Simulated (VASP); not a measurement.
# TiTe2 in VASP: notebook, part 2 of 2

VASP 6.6.1. The steps go on from the part before.

### 4 Single point, PBE

File INCAR:

```
PREC = Accurate
ENCUT = 400
EDIFF = 1E-7
ISMEAR = 0
SIGMA = 0.05
LREAL = False
LASPH = True
NELM = 120
ALGO = Normal
ISIF = 2
LWAVE = False
LCHARG = False
LDIPOL = True
IDIPOL = 3
DIPOL = 0.5 0.5 0.500
GGA = PE
NBANDS = 23
LVHAR = True
LVACPOTAV = True
```

File KPOINTS:

```
regular mesh
0
Gamma
  7 7 1
```

File POSCAR:

```
TiTe2
1.0
    3.7770000000      0.0000000000      0.0000000000
   -1.8885000000      3.2709779500      0.0000000000
    0.0000000000      0.0000000000     15.4153488000
Te Ti
2 1
Direct
    0.3333333333      0.6666666667      0.3892224612
    0.6666666667      0.3333333333      0.6107775388
    0.0000000000      0.0000000000      0.5000000000
```

Potentials or basis: VASP PAW PBE potentials, release 64 (Te, Ti_sv).

Launch:

```console
> cat potpaw_PBE.64/Te/POTCAR potpaw_PBE.64/Ti_sv/POTCAR > POTCAR
> mpirun -np 1 vasp_std > vasp.out
```

OUTCAR:

```text
PREC = Accurate
   ENCUT = 400
   EDIFF = 1E-7
   ISMEAR = 0
   LREAL = False
   LASPH = True
   NELM = 120
   ISIF = 2
   GGA = PE

 Found      8 irreducible k-points:

 Following reciprocal coordinates:
            Coordinates               Weight
  0.000000  0.000000  0.000000      1.000000
  0.142857  0.000000  0.000000      6.000000
  0.285714  0.000000  0.000000      6.000000
  0.428571  0.000000  0.000000      6.000000
  0.142857  0.142857  0.000000      6.000000
  0.285714  0.142857  0.000000     12.000000
   k-points           NKPTS =      8   k-points in BZ     NKDIM =      8   number of bands    NBANDS=     23
   number of dos      NEDOS =    301   number of ions     NIONS =      3
   total plane-waves  NPLWV =  84672
   dimension x,y,z NGX =    28 NGY =   28 NGZ =  108
   dimension x,y,z NGXF=    56 NGYF=   56 NGZF=  216
   ions per type =               2   1
   NGX,Y,Z   is equivalent  to a cutoff of  12.32, 12.32, 11.65 a.u.
   NGXF,Y,Z  is equivalent  to a cutoff of  24.65, 24.65, 23.29 a.u.
 SYSTEM =  unknown system
   PREC   = accura    normal or accurate (medium, high low for compatibility)
   ISTART =      0    job   : 0-new  1-cont  2-samecut
   ICHARG =      2    charge: 1-file 2-atom 10-const
   ISPIN  =      1    spin polarized calculation?
   LNONCOLLINEAR =      F non collinear calculations
   LSORBIT =      F    spin-orbit coupling
   LASPH  =      T    aspherical Exc in radial PAW
[... 52 lines left out ...]
  energy without entropy =      -16.16177465  energy(sigma->0) =      -16.16415509

 E-fermi :  -0.0602     XC(G=0):  -4.8879

 val. band max:       -0.1081570434   @ k =   0.1429   0.0000   0.0000
 cond. band min:      -0.0530959488   @ k =   0.4286   0.0000   0.0000
 fundamental gap:      0.0550610947
 Fermi energy:        -0.0601717897

 k-point     1 :       0.0000    0.0000    0.0000
  band No.  band energies     occupation
      1     -57.5112      2.00000
      2     -33.7613      2.00000
      3     -33.7613      2.00000
      4     -33.7452      2.00000
      5     -11.9629      2.00000
      6     -11.0798      2.00000
[... 145 lines left out ...]
     22       7.4252      0.00000
     23       7.6639      0.00000

 [... further k-points ...]
[... 5 lines left out ...]
  --------------------------------------------------------------------------------------
  -------------------------------------------------------------------------------------
  Total        0.2090337      0.2090337      0.5095577      0.0000000      0.0000000      0.0000000
  in kB        1.7585269      1.7585269      4.2867284      0.0000000      0.0000000      0.0000000
  external PRESSURE =       2.6012607 kB  Pullay stress =       0.0000000 kB

 VOLUME and BASIS-vectors are now :
 -----------------------------------------------------------------------------
  energy-cutoff  :      400.00
  volume of cell :      190.45
      direct lattice vectors                 reciprocal lattice vectors
     3.777000000  0.000000000  0.000000000     0.264760392  0.152859484  0.000000000
    -1.888500000  3.270977950  0.000000000     0.000000000  0.305718967  0.000000000
     0.000000000  0.000000000 15.415348800     0.000000000  0.000000000  0.064870410

 POSITION                                       TOTAL-FORCE (eV/Angst)
 -----------------------------------------------------------------------------------
     -0.00000      2.18065      6.00000        -0.000000      0.000000     -0.172129
      1.88850      1.09033      9.41535         0.000000      0.000000      0.172129
      0.00000      0.00000      7.70767        -0.000000      0.000000     -0.000000
 -----------------------------------------------------------------------------------
    total drift:                                0.000000     -0.000000      0.000000

  FREE ENERGIE OF THE ION-ELECTRON SYSTEM (eV)
  ---------------------------------------------------
  free  energy   TOTEN  =       -16.1665355396 eV

  energy  without entropy=      -16.1617746459  energy(sigma->0) =      -16.16415509

 vacuum level on the upper side and lower side of the slab         4.901         4.901
```

Wall time 100 s (1 thread of Intel Xeon Platinum 8375C at 2.90GHz (Ice Lake), shared host); peak memory 0.27 GiB.

These settings aren't checked as converged: the numbers below hold their error.

What came out:

```
Free energy                     : -16.1665 eV
Largest force                   : 0.172 eV/Å
Band gap on the k mesh          : none (metal or under the smearing width)
Work function of the upper face : 4.96 eV
Work function of the lower face : 4.96 eV
```

### 5 Single point, PBE

This run uses another cell than the first one, of 55.25 Å³/atom, 0.870 times its volume.

File INCAR:

```
PREC = Accurate
ENCUT = 460
EDIFF = 1E-7
ISMEAR = 0
SIGMA = 0.05
LREAL = False
LASPH = True
NELM = 120
ALGO = Normal
ISIF = 2
LWAVE = False
LCHARG = False
GGA = PE
NBANDS = 23
LVHAR = True
LVACPOTAV = True
IDIPOL = 3
```

KPOINTS is that of step 4.

File POSCAR:

```
TiTe2
1.0
    3.7770000000      0.0000000000      0.0000000000
   -1.8885000000      3.2709779500      0.0000000000
    0.0000000000      0.0000000000     13.4153488000
Te Ti
2 1
Direct
    0.3333333333      0.6666666667      0.3727074170
    0.6666666667      0.3333333333      0.6272925830
    0.0000000000      0.0000000000      0.5000000000
```

Launch:

```console
> cat potpaw_PBE.64/Te/POTCAR potpaw_PBE.64/Ti_sv/POTCAR > POTCAR
> mpirun -np 1 vasp_std > vasp.out
```

Run time: 75 s. Hardware: 1 thread of Intel Xeon Platinum 8375C at 2.90GHz (Ice Lake), shared host; peak memory 0.24 GiB.

These settings aren't checked as converged: the numbers below hold their error.

Results:

| Property | Result |
| --- | --- |
| Free energy | -16.1688 eV |
| Largest force | 0.169 eV/Å |
| Band gap on the k mesh | none (metal or under the smearing width) |

### 6 Single point, PBE

File INCAR:

```
PREC = Accurate
ENCUT = 460
EDIFF = 1E-7
ISMEAR = 0
SIGMA = 0.2
LREAL = False
LASPH = True
NELM = 120
ALGO = Normal
ISIF = 2
LWAVE = False
LCHARG = False
LDIPOL = True
IDIPOL = 3
DIPOL = 0.5 0.5 0.500
GGA = PE
NBANDS = 23
LVHAR = True
LVACPOTAV = True
```

KPOINTS is that of step 5.

File POSCAR:

```
TiTe2
1.0
    3.7770000000      0.0000000000      0.0000000000
   -1.8885000000      3.2709779500      0.0000000000
    0.0000000000      0.0000000000     15.4153488000
Te Ti
2 1
Direct
    0.3333333333      0.6666666667      0.3892224612
    0.6666666667      0.3333333333      0.6107775388
    0.0000000000      0.0000000000      0.5000000000
```

Potentials or basis: VASP PAW PBE potentials, release 64 (Te, Ti_sv).

Launch:

```console
> cat potpaw_PBE.64/Te/POTCAR potpaw_PBE.64/Ti_sv/POTCAR > POTCAR
> mpirun -np 1 vasp_std > vasp.out
```

OUTCAR:

```text
PREC = Accurate
   ENCUT = 460
   EDIFF = 1E-7
   ISMEAR = 0
   LREAL = False
   LASPH = True
   NELM = 120
   ISIF = 2
   GGA = PE

 Found      8 irreducible k-points:

 Following reciprocal coordinates:
            Coordinates               Weight
  0.000000  0.000000  0.000000      1.000000
  0.142857  0.000000  0.000000      6.000000
  0.285714  0.000000  0.000000      6.000000
  0.428571  0.000000  0.000000      6.000000
  0.142857  0.142857  0.000000      6.000000
  0.285714  0.142857  0.000000     12.000000
   k-points           NKPTS =      8   k-points in BZ     NKDIM =      8   number of bands    NBANDS=     23
[... 239 lines left out ...]
  -------------------------------------------------------------------------------------
  Total        0.1282909      0.1282909      0.7103681      0.0000000     -0.0000000      0.0000000
  in kB        1.0792662      1.0792662      5.9760756      0.0000000     -0.0000000      0.0000000
  external PRESSURE =       2.7115360 kB  Pullay stress =       0.0000000 kB

 VOLUME and BASIS-vectors are now :
 -----------------------------------------------------------------------------
  energy-cutoff  :      460.00
  volume of cell :      190.45
      direct lattice vectors                 reciprocal lattice vectors
     3.777000000  0.000000000  0.000000000     0.264760392  0.152859484  0.000000000
    -1.888500000  3.270977950  0.000000000     0.000000000  0.305718967  0.000000000
     0.000000000  0.000000000 15.415348800     0.000000000  0.000000000  0.064870410

 POSITION                                       TOTAL-FORCE (eV/Angst)
 -----------------------------------------------------------------------------------
     -0.00000      2.18065      6.00000         0.000000      0.000000     -0.216388
      1.88850      1.09033      9.41535        -0.000000      0.000000      0.216388
      0.00000      0.00000      7.70767         0.000000      0.000000      0.000000
 -----------------------------------------------------------------------------------
    total drift:                               -0.000000     -0.000000      0.000000

  FREE ENERGIE OF THE ION-ELECTRON SYSTEM (eV)
  ---------------------------------------------------
  free  energy   TOTEN  =       -16.1890126994 eV

  energy  without entropy=      -16.1556044523  energy(sigma->0) =      -16.17230858

 vacuum level on the upper side and lower side of the slab         4.905         4.905
```

stdout:

```text
POSCAR found type information on POSCAR TeTi
 POSCAR found :  2 types and       3 ions
 scaLAPACK will be used
 LDA part: xc-table for (Slater+PW92), standard interpolation
 POSCAR, INCAR and KPOINTS ok, starting setup
 FFT: planning ... GRIDC
 FFT: planning ... GRID_SOFT
 FFT: planning ... GRID
 WAVECAR not read
 entering main loop
 -----------------------------------------------------------------------------
|                                                                             |
|           W    W    AA    RRRRR   N    N  II  N    N   GGGG   !!!           |
|           W    W   A  A   R    R  NN   N  II  NN   N  G    G  !!!           |
|           W    W  A    A  R    R  N N  N  II  N N  N  G       !!!           |
|           W WW W  AAAAAA  RRRRR   N  N N  II  N  N N  G  GGG   !            |
|           WW  WW  A    A  R   R   N   NN  II  N   NN  G    G                |
|           W    W  A    A  R    R  N    N  II  N    N   GGGG   !!!           |
|                                                                             |
|     Did not find any points to average over, which means that no vacuum     |
|     field-free region was found. Please increase the size of  your cell     |
|     in the dimension of the dipole correction to obtain accurate            |
|     workfunction values.                                                    |
|                                                                             |
 -----------------------------------------------------------------------------
```

It took 1.8 min on 1 thread of Intel Xeon Platinum 8375C at 2.90GHz (Ice Lake), shared host; peak memory 0.28 GiB.

These settings aren't checked as converged: the numbers below hold their error.

What came out:

```
Free energy                     : -16.1890 eV
Largest force                   : 0.216 eV/Å
Band gap on the k mesh          : none (metal or under the smearing width)
Work function of the upper face : 4.95 eV
Work function of the lower face : 4.95 eV
```
